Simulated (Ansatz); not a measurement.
# TiSi2 (P6/mmm) in Ansatz: further runs

Runs on TiSi2. Level: PBE. Tasks: relaxation of cell and atoms.

Everything below comes from runs of Ansatz 0.2.0. Logs are shortened: lines on timing, memory, paths and dates and some standing lists are left out, and cuts for length are marked.

### 1 The structure

The structure is hexagonal, space group P6/mmm (No. 191). Conventional cell: a = 4.375 Å, b = 4.375 Å, c = 2.561 Å, α = 90.00°, β = 90.00°, γ = 120.00°. Ti (site symmetry 6/mmm) has 2 Ti at 2.56 Å and 12 Si at 2.83 Å as nearest neighbours. Si (site symmetry -6m2) has 5 Si at 2.53 to 2.56 Å and 6 Ti at 2.83 Å as nearest neighbours.

The cell was built by a generator and needn't be a form met in nature.

### 2 Relaxation of cell and atoms, PBE

input.yaml reads:

```yaml
crystal:
  lattice:
    - [4.37464, 0.0, 0.0]
    - [-2.18732, 3.78855, 0.0]
    - [0.0, 0.0, 2.56101]
  atoms:
    - { symbol: Ti, position: [0.0, 0.0, 0.0] }
    - { symbol: Si, position: [0.33333, 0.66667, 0.5] }
    - { symbol: Si, position: [0.66667, 0.33333, 0.5] }
hamiltonian:
  xc: pbe
  pseudopotentials: { kind: paw, source: ansatz }
kpoints:
  mp_grid: { grid: [7, 7, 10] }
scf:
  occupations: { method: fermi_dirac, width: 0.05 }
output:
  forces: true
  stress: true
  eigenvalues: true
relax:
  f_tol: 0.01
  max_steps: 40
  cell: { stress_tol: 0.05 }
```

Potentials or basis: Ansatz PAW earlier set.

Run with:

```sh
> ansatz run input.yaml --threads 2 --pin off --max-ram 5632MiB --backend cpu --events-out ev --progress --plain --runs-dir out
```

The program printed:

```text
Warning: the atoms were moved onto the symmetric positions of the space group found under crystal.symmetry.tolerance 1.0e-5 (fractional; no operation is sought that the atoms, as they stand in a round, miss by more than twice it, and no atom is moved by as much as it), and the run uses the moved positions. Before a round's move an operation carried an atom to 4.37e-5 Å from where it should land, the largest such distance. Atom 1 (counting from 0) moved farthest, by 2.53e-5 Å; the longest move in fractions of the cell, of whichever atom, is 0.47 of the tolerance, in 1 round. To run the atoms as typed, lower crystal.symmetry.tolerance until the operations that they miss are no longer found, or set crystal.symmetry.detect: false (a key that needs symmetry detection or time reversal refuses this as the deck is read). The positions used, in the order of the run's atom list: position: [0.0, 0.0, 0.0]; position: [0.3333333333333333, 0.6666666666666666, 0.5]; position: [0.6666666666666666, 0.3333333333333333, 0.5]; The lattice was moved too: crystal.lattice keeps the space group found at crystal.symmetry.tolerance 1.0e-5 only nearly: the operation that it misses by the most changes a squared length by the fraction 2.87e-7. The run uses the lattice that is a stretch of the typed one, with no rotation, onto the one that keeps every operation to a double's rounding (on a very oblique basis the stretch itself rounds by more); the deck's lattice vector that moved farthest moved by 3.62e-7 Å. To run the lattice as typed, set crystal.symmetry.tolerance under 2.86e-7, the least fraction by which an operation that the lattice misses changes a squared length (the same key also sets how far an atom may lie from its image, so lowering it can lose operations that the atoms keep only within it), or set crystal.symmetry.detect: false, as for the atoms. crystal.lattice made exact, in Å and degrees: [[4.374640362338372, 0.0, 0.0], [-2.187320181169186, 3.7885496862057915, 0.0], [0.0, 0.0, 2.56101]]. Pasted over the deck's crystal.lattice, beside positions in fractional coordinates, it runs the same cell (given as lengths and angles, that cell in the form's own orientation, a rigid turn of the misfit's size from the one run here, for which a checkpoint.post_process_only pass over this run's state can be refused: where this run relaxes nothing, give such a pass this deck's own crystal.lattice, as typed; behind a relaxation, as crystal.lattice, the state's own cell, identity.cell in its checkpoint.json), and a matrix so pasted ends this notice, except on a very skew basis of the lattice, where the rounding of the pasted numbers themselves can read as a misfit: the cell is then moved again, and that move is told again. The lattice as run is in this notice's lattice.as_run_ang field (Run.prep()["deck_notices"] in Python, the deck_notice line of an events file, deck_notices of ansatz run --dry-run=json, or deck_notices in record.json in the deck's checkpoint.write directory).
Warning: RAYON_NUM_THREADS=2 ignored (pool sized by the plan → 2); use --threads N
Engine: ansatz 0.2.0, aarch64-unknown-linux-gnu
Pseudopotentials: kind: paw
Pseudopotential: Ti, paw, valence charge 12, recommended cutoff 740 eV (normal), Ti.paw.azcp
Pseudopotential: Si, paw, valence charge 4, recommended cutoff 460 eV (normal), Si.paw.azcp
Functional definition: PBE
  parameter kappa = 0.804
  parameter beta = 0.06672455060314922
  exchange = pbe_x(kappa = kappa, mu = beta*pi^2/3)
  correlation = pbe_c(beta = beta)
Crystal: 3 atoms, lattice volume = 42.445 Å³
Basis set: ecut = 740 eV, 1931 PW (Γ), exchange–correlation on 80×80×48 points (8 copies of the dense FFT grid, shifted against one another)
Bands: 14, of which v1, the nominal top of the filled ones, is band 10 counted from 1 (9 counted from 0)
Symmetry: 24 space group operations
Space group: P6/mmm (ITA 191), of the structure as read, at distance tolerance 3.5e-5 Å
k-points: 48 of 490
Non-local potential: Ti, projectors of the file, l = 0: 2, l = 1: 2, l = 2: 2, l = 3: 1
Non-local potential: Si, projectors of the file, l = 0: 2, l = 1: 3, l = 2: 1
PAW form: soft (Blöchl's): semilocal exchange-correlation on the pseudo side does not see the compensation charge
PAW one-centre angular grid: Ti, 590 points (default); XC on 64 Gauss nodes
PAW one-centre angular grid: Si, 110 points (default); XC on 64 Gauss nodes
Initial density: superposition of atomic densities (chi_scale 0.1, normalization cell, long waves kept (reshape's long-wave potential 0.00 eV rms))
Initial wavefunctions: pseudopotential atomic-orbital guess
Functional: x = pbe(κ = 0.804, μ = 0.2195149727645171), c = pbe(β = 0.06672455060314922)
SCF iter   1: F=—  HF=-3772.960783 eV  |F-HF|=—  |Δ(HF+E_count)|=         —  Δρ=8.92e-2  dr2=4.87e0  ethr=3.10e-3  ⟨swp⟩=6.1  Hψ=4230  notcnv=0
preconditioner: auto → none  [metal: Δε(μ)=0.040 eV  Ē_g=7.394 eV  σ=0.050 eV  W_gap=0.20  n_scr=6 (ndim 8)  ℏωp=19.7 eV  f_vac=0.000  D(μ)=2.26/eV (n_scr^D=26)  sad-step TF]
SCF iter   2: F=—  HF=-3772.238434 eV  |F-HF|=—  |Δ(HF+E_count)|=   7.22e-1  Δρ=4.92e-2  dr2=1.39e0  ethr=3.10e-3  ⟨swp⟩=3.0  Hψ=1665  notcnv=0
SCF iter   3: F=—  HF=-3771.952237 eV  |F-HF|=—  |Δ(HF+E_count)|=   2.86e-1  Δρ=6.84e-3  dr2=1.15e-2  ethr=3.10e-3  ⟨swp⟩=2.7  Hψ=1341  notcnv=0
SCF iter   4: F=—  HF=-3771.948493 eV  |F-HF|=—  |Δ(HF+E_count)|=   3.74e-3  Δρ=2.28e-3  dr2=4.18e-3  ethr=5.74e-5  ⟨swp⟩=2.1  Hψ=1541  notcnv=0
SCF iter   5: F=—  HF=-3771.948060 eV  |F-HF|=—  |Δ(HF+E_count)|=   4.33e-4  Δρ=1.10e-3  dr2=7.97e-4  ethr=2.09e-5  ⟨swp⟩=2.0  Hψ=849  notcnv=0
SCF iter   6: F=—  HF=-3771.947938 eV  |F-HF|=—  |Δ(HF+E_count)|=   1.22e-4  Δρ=1.73e-4  dr2=1.68e-5  ethr=3.98e-6  ⟨swp⟩=1.9  Hψ=778  notcnv=0
SCF iter   7: F=—  HF=-3771.947931 eV  |F-HF|=—  |Δ(HF+E_count)|=   6.69e-6  Δρ=3.06e-5  dr2=6.04e-7  ethr=8.40e-8  ⟨swp⟩=2.1  Hψ=809  notcnv=0
SCF iter   8: F=-3771.947931 eV  HF=-3771.947931 eV  |F-HF|=2.81e-9  |Δ(HF+E_count)|=   3.97e-8  Δρ=2.77e-6  dr2=3.50e-9  ethr=5.00e-10  ⟨swp⟩=6.2  Hψ=3479  notcnv=0
SCF 1 converged in 8 iterations: F = -3771.947931 eV  dr2 = 3.50e-9
relax step   1: F+E_penalty+E_count = -3771.94793128 eV  Δ(F+E_penalty+E_count) = +0.000e0 eV  max|allowed force component| = 1.480e-16 eV/Å  Δτ_max = 0.0000 Å  P = -0.164 GPa  Ω = 42.445 Å³  (8 SCF iters, dr2 threshold 1.00e-7 eV, accepted)
Crystal: 3 atoms, lattice volume = 42.405 Å³
[... 41 lines left out ...]
iter 1 solved again at ethr=1.00e-6 eV; its pass at ethr=3.10e-3 eV (dr2=2.01e-4 eV) is discarded
SCF iter   1: F=—  HF=-3771.948454 eV  |F-HF|=—  |Δ(HF+E_count)|=         —  Δρ=7.61e-6  dr2=1.04e-9  ethr=1.00e-6  ⟨swp⟩=3.0  Hψ=6004  notcnv=0
eigensolver tolerance schedule: the retry pair's looser diagonalisation over-reported the residual by 192586.40 of it (diagonalisation noise at an unbounded share of the residual, at the tolerance the schedule requests for it); recorded, not acted on — ethr = c·dr2/N_el stays at c = 1.0e-1
preconditioner: auto → none  [metal: Δε(μ)=0.018 eV  Ē_g=6.644 eV  σ=0.050 eV  W_gap=0.09  n_scr=6 (ndim 8)  ℏωp=19.8 eV  f_vac=0.001  D(μ)=1.94/eV (n_scr^D=14)]
SCF iter   2: F=—  HF=-3771.948452 eV  |F-HF|=—  |Δ(HF+E_count)|=   1.52e-6  Δρ=3.91e-6  dr2=4.77e-10  ethr=5.21e-12  ⟨swp⟩=3.9  Hψ=1817  notcnv=0
SCF iter   3: F=—  HF=-3771.948452 eV  |F-HF|=—  |Δ(HF+E_count)|=   8.65e-9  Δρ=2.78e-6  dr2=1.41e-10  ethr=2.39e-12  ⟨swp⟩=2.0  Hψ=1084  notcnv=0
SCF iter   4: F=—  HF=-3771.948452 eV  |F-HF|=—  |Δ(HF+E_count)|=   9.50e-9  Δρ=4.01e-7  dr2=3.35e-11  ethr=1.00e-12  ⟨swp⟩=2.1  Hψ=1118  notcnv=0
iter 5 did not close the SCF: its close was put off for the readings that it lacked (scf_convergence_deferred on its scf_iter line)
SCF iter   5: F=-3771.948452 eV  HF=-3771.948452 eV  |F-HF|=2.73e-12  |Δ(HF+E_count)|=  1.38e-10  Δρ=1.14e-7  dr2=4.05e-12  ethr=1.00e-12  ⟨swp⟩=1.0  Hψ=672  notcnv=0
SCF iter   6: F=-3771.948452 eV  HF=-3771.948452 eV  |F-HF|=4.55e-13  |Δ(HF+E_count)|=  1.82e-12  Δρ=4.26e-8  dr2=4.91e-13  ethr=1.00e-12  ⟨swp⟩=3.9  Hψ=2645  notcnv=0
SCF 5 converged in 6 iterations: F = -3771.948452 eV  dr2 = 4.91e-13
relax step   5: F+E_penalty+E_count = -3771.94845244 eV  Δ(F+E_penalty+E_count) = +1.832e-7 eV  max|allowed force component| = 1.018e-16 eV/Å  Δτ_max = 0.0000 Å  P = +0.024 GPa  Ω = 42.409 Å³  stress off target by 2.89e-2 GPa  SCF on the basis re-selected at this cell (its energy is not comparable with the rows above)  (6 SCF iters)
basis re-selected at this cell: Δ(F+E_penalty+E_count) = +1.832e-7 eV, ΔP = -0.000 GPa vs the last step (what re-selecting the basis moved, of the pressure what is left beyond the Pulay correction that the steps carried, after the strain that the cell walked since its last selection, with what the two solves' SCF thresholds leave and, on support functions, any second-order correction that the steps lacked; it is no measure of the basis error at this ecutwfc). This SCF's stress stands 2.89e-2 GPa from its target on what of the cell is left free (relax.cell.stress_tol is 5.00e-2 GPa) and its largest allowed force component is 1.02e-16 eV/Å (relax.f_tol is 1.00e-2 eV/Å): within both
SCF converged after 6 iterations
Free energy (F): -3771.948452 eV
Harris-Foulkes:  -3771.948452 eV  (|F-HF|=4.55e-13)
Internal energy: -3771.932087 eV  (E = F + TS)
E sigma→0 (E₀):  -3771.940270 eV
Entropy (-TS):   -0.016365 eV (-5.455 meV/atom)
Fermi energy:    12.978547 eV
--- Per-component energies (eV) ---
  E_band       = -107.772151
  E_kinetic    = 584.755228
  E_local      = -1584.970866  (includes V_loc(G=0)·N_el)
  E_nonlocal   = 364.744122
  E_hartree    = 475.358327
  E_xc         = -295.358033
  E_vxc        = -319.601016  (∫ρ·V_xc dr)
  E_paw        = -2002.410690  (= ΣΔE_a)
  E_vpaw       = -103.416283  (= ΣTr[D̂ρ^β])
  E_aug_tail   = 0.000002  (compensation charges beyond the density's cutoff)
  E_ewald      = -1314.050177
  E_smearing   = -0.016365  (= −TS)
  E_closure    = -0.000000  (closes the sum)
  Σ components = -3771.948452   (vs F -3771.948452, Δ=0.00e0)
--- Forces (eV/Å), atoms counted from 1 ---
  atom   1  Ti     0.00000000     0.00000000     0.00000000
  atom   2  Si    -0.00000000    -0.00000000    -0.00000000
  atom   3  Si     0.00000000     0.00000000     0.00000000
  max |Σ_I F_I| component: 5.55e-17 eV/Å
--- Stress (GPa, compression-positive) ---
        0.021759       0.000000       0.000000
       -0.000000       0.021759       0.000000
        0.000000       0.000000       0.028851
  P = ⅓ Tr σ = 0.0241 GPa (0.241 kbar)
--- Band table (eV; the first three rows and the last of 48) ---
  k-point 0: bands = ["-43.7163", "-20.0382", "-20.0382", "-19.3795", "-0.2231", "7.7228", "7.7228", "7.8098", "11.3154", "11.9738", "11.9738", "15.8972", "15.8972", "16.3554"]
  k-point 1: bands = ["-43.6999", "-20.0242", "-20.0242", "-19.4907", "0.0047", "7.9226", "7.9226", "8.0243", "11.5915", "11.8681", "11.8681", "15.9939", "15.9939", "16.3096"]
  k-point 2: bands = ["-43.6566", "-19.9876", "-19.9876", "-19.7758", "0.6804", "8.5182", "8.5182", "8.6613", "11.5626", "11.5626", "11.7795", "15.2942", "16.0890", "16.0890"]
  k-point 47: bands = ["-43.5410", "-20.4838", "-19.8970", "-19.8950", "5.8453", "6.7723", "7.8331", "8.5259", "9.9497", "12.7909", "13.3191", "14.3261", "14.3841", "14.9252"]
--- Relaxed structure (4 steps of the walk, 4 accepted, 1 SCFs on fresh bases) ---
  F+E_penalty+E_count = -3771.94845244 eV   max|allowed force component| = 1.018e-16 eV/Å   (the final SCF, on the basis selected at the relaxed cell)
  cell:  # Å, volume = 42.4093 Å³
    - [4.382879487607238, 9.66126423464483e-34, 0.0]
    - [-2.191439743803619, 3.7956849779935915, -1.90004703530507e-19]
    - [0.0, -1.2844069263771344e-19, 2.5492452906784013]
  atoms:
    - { symbol: Ti, position: [8.638261492722949e-35, 7.060492595035006e-36, 1.448908652612274e-70] }
    - { symbol: Si, position: [0.33333333333333337, 0.6666666666666667, 0.49999999999999994] }
    - { symbol: Si, position: [0.6666666666666667, 0.33333333333333337, 0.49999999999999994] }
```

It took 8.8 s on 2 threads of Arm Neoverse V2, shared host; peak memory 0.37 GiB.

Results:

| Quantity | Value |
| --- | --- |
| Free energy | -3771.9485 eV |
| Relaxed volume | 14.14 Å³/atom |
| Relaxed cell | a = 4.383 Å, b = 4.383 Å, c = 2.549 Å, α = 90.00°, β = 90.00°, γ = 120.00° |
| Space group after relaxing (to 0.05 Å) | P6/mmm (No. 191) |
| Energy gained by relaxing | 0.2 meV/atom |
| Ionic steps | 5 |
| Pressure after relaxing | 0.0 GPa |
| Band gap on the k mesh | none (metal or under the smearing width) |

The path:
```
step  energy change (eV)  largest force (eV/Å)  volume (Å³)
   1              0.0000                0.0000        42.45
   2             -0.0003                0.0000        42.41
   3             -0.0005                0.0000        42.44
   4             -0.0005                0.0000        42.41
   5             -0.0005                0.0000        42.41
```

Final structure:
```xyz
3
Lattice="4.3829 0.0000 0.0000 -2.1914 3.7957 0.0000 0.0000 0.0000 2.5492" Properties=species:S:1:pos:R:3 pbc="T T T"
Ti    0.0000    0.0000    0.0000
Si    0.0000    2.5305    1.2746
Si    2.1914    1.2652    1.2746
```

Levels at points of the mesh, in eV from the Fermi level:
```
            k point  band 6  band 7  band 8  band 9  band 10  band 11  band 12  band 13  band 14
 (0.00, 0.00, 0.00)   -5.26   -5.26   -5.17   -1.66    -1.00    -1.00     2.92     2.92     3.38
(0.00, 0.00, -0.50)   -7.06   -2.30   -2.30   -0.90    -0.81    -0.81    -0.27    -0.27     1.37
```

Caveat: the plane-wave basis is chosen anew once the cell has moved, so the energies of steps on either side of that aren't comparable.

### 3 Relaxation of cell and atoms, PBE

input.yaml: that of step 2 with these lines changed.

```diff
@@ -11,3 +11,3 @@
   xc: pbe
-  pseudopotentials: { kind: paw, source: ansatz }
+  pseudopotentials: { kind: nc }
 kpoints:
```

Potentials or basis: Ansatz NC.

Run with:

```sh
> ansatz run input.yaml --threads 2 --pin off --max-ram 5632MiB --backend cpu --events-out ev --progress --plain --runs-dir out
```

Wall time 16 s (2 threads of Arm Neoverse V2, shared host); peak memory 0.4 GiB.

The run converged. Its results:

```yaml
Free_energy: -1849.3182 eV
Relaxed_volume: 14.14 Å³/atom
Relaxed_cell: a = 4.382 Å, b = 4.382 Å, c = 2.550 Å, α = 90.00°, β = 90.00°, γ = 120.00°
Space_group_after_relaxing_to_0.05_Å: P6/mmm (No. 191)
Energy_gained_by_relaxing: 0.2 meV/atom
Ionic_steps: 5
Pressure_after_relaxing: 0.0 GPa
Band_gap_on_the_k_mesh: none (metal or under the smearing width)
```

The path:
```
step  energy change (eV)  largest force (eV/Å)  volume (Å³)
   1              0.0000                0.0000        42.45
   2             -0.0003                0.0000        42.40
   3             -0.0005                0.0000        42.42
   4             -0.0005                0.0000        42.41
   5             -0.0005                0.0000        42.41
```

Final structure:
```
Ti Si
1.0
     4.38206    0.00000    0.00000
    -2.19103    3.79498    0.00000
     0.00000    0.00000    2.54998
Ti Si
1 2
Direct
  0.00000 0.00000 0.00000
  0.33333 0.66667 0.50000
  0.66667 0.33333 0.50000
```

Levels at points of the mesh, in eV from the Fermi level:
```tsv
k point	band 7	band 8	band 9	band 10	band 11	band 12	band 13	band 14
(0.00, 0.00, 0.00)	-5.26	-5.16	-1.66	-1.00	-1.00	2.92	2.92	3.38
(0.00, 0.00, -0.50)	-2.30	-2.30	-0.89	-0.81	-0.81	-0.27	-0.27	1.37
```

Caveat: the plane-wave basis is chosen anew once the cell has moved, so the energies of steps on either side of that aren't comparable.
